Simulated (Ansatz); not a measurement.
Property card for SiNi2

Theory: DFT PBEsol, scalar-relativistic, plane waves, PAW in Ansatz 0.2.0.

Plane waves to 420 eV, a k mesh through Γ of 12×12×8 on the computed 6-atom cell and Gaussian smearing (0.10 eV); no spin polarisation.

The structure is relaxed at this level of theory with its symmetry kept. Whether it is the stable form of this composition wasn't checked.

The structure is hexagonal, space group P6_3/mmc (No. 194). The conventional cell has a = 3.868 Å, b = 3.868 Å, c = 4.917 Å, α = 90.00°, β = 90.00°, γ = 120.00°. Si (site symmetry -6m2) has 11 Ni at 2.23 to 2.55 Å as nearest neighbours. Around Ni (site symmetry -3m) lie 8 Ni at 2.46 to 2.55 Å and 6 Si at 2.55 Å. Around Ni (site symmetry -6m2) lie 5 Si at 2.23 to 2.46 Å and 6 Ni at 2.55 Å.

* Volume per atom: 10.62 Å³
* Formation energy from the elements' standard states (uncorrected): -0.579 eV/atom
* Kohn–Sham band gap: none (metal)
* Density of states at the Fermi level: 3.42 states/eV per cell
* Löwdin character within 0.5 eV of the Fermi level: Ni 3d 71 %, Si 3p 19 %
* Bulk modulus: 225 GPa
* Its pressure derivative: 4.7
* Bader charges (e): Si (2 in the cell) 0.65, Ni (2 in the cell) -0.07, Ni (2 in the cell) -0.58

A ferromagnetic start lost its moments in a first run, so spin was left out; other magnetic orders weren't tried.